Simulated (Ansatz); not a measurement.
Point defect: Ta on a C site in TaC

Method: DFT PBE, scalar-relativistic, plane waves, PAW (Ansatz 0.2.0). Settings: 420 eV cutoff, 8×8×8 k-mesh, Gaussian smearing of 0.10 eV, no spin polarisation.

Host crystal, relaxed:

```
Ta C
1.0
     0.00000    2.23770    2.23770
     2.23770    0.00000    2.23770
     2.23770    2.23770    0.00000
Ta C
1 1
Cartesian
  0.0000 0.0000 0.0000
  2.2377 2.2377 2.2377
```

Supercell of 16 atoms, rows in host cell vectors: 0 -2 2; 0 0 2; -2 0 2. Atoms relax at the host's cell, keeping the symmetry that the supercell leaves at the site. The cell is small, so energies carry finite-size errors of tenths of an eV. The host is a metal. Atoms are taken from and returned to the elements' standard states.

Spin-orbit coupling is left out, which matters for the bands and energies of heavy elements.

Defect: Ta on a C site set at (0.500, 0.500, 0.500) of the host cell. Before relaxation its nearest neighbours are 6 Ta at 2.24 Å.

| charge | E_f at the valence band top (eV) | moment (μB) | largest move (Å) | atoms near the site |
| --- | --- | --- | --- | --- |
| 0 | 12.79 | 0.00 | 0.19 | 6 Ta at 2.43 Å |